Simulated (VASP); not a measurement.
MnO:

```xyz
2
Lattice="0.0000 2.2220 2.2220 2.2220 0.0000 2.2220 2.2220 2.2220 0.0000" Properties=species:S:1:pos:R:3 pbc="T T T"
Mn    0.0000    0.0000    0.0000
O     2.2220    2.2220    2.2220
```

Base run:

| Item | Value |
| --- | --- |
| Program | VASP 6.6.1 |
| Functional | r2SCAN |
| Potentials or basis | VASP PAW PBE potentials, release 64 (Mn_pv, O) |
| Cutoff | 520 eV |
| k mesh | 7 × 7 × 7 |
| Occupations | gaussian, width 0.05 eV |
| Spin | collinear spin, zero start |
| Starting moments | [0.0, 0.0] μB |
| Hubbard terms | Mn d U = 6 eV |

Its results: band gap on the k mesh none (metal or under the smearing width); pressure -27.0 GPa; net moment 1.00 μB per cell; site moments Mn +1.00; O +0.03 μB.

Problem. The run is repeated on the same cell with these changes: hubbard terms from Mn d U = 6 eV to Mn d U = 5 eV. What comes out?

Solution. Band gap on the k mesh none (metal or under the smearing width); pressure -28.6 GPa; net moment 1.00 μB per cell; site moments Mn +1.00; O +0.03 μB.

Caveats: the PAW data sets were made with another functional, which shifts forces and pressure a little; a cell with one magnetic atom can't hold antiferromagnetic order, which such compounds often take; a pressure of tens of GPa on the cell as given is suspect, and the run, the potentials or the cell itself is likely at fault (some runs).

Not every run made on this cell is shown here.
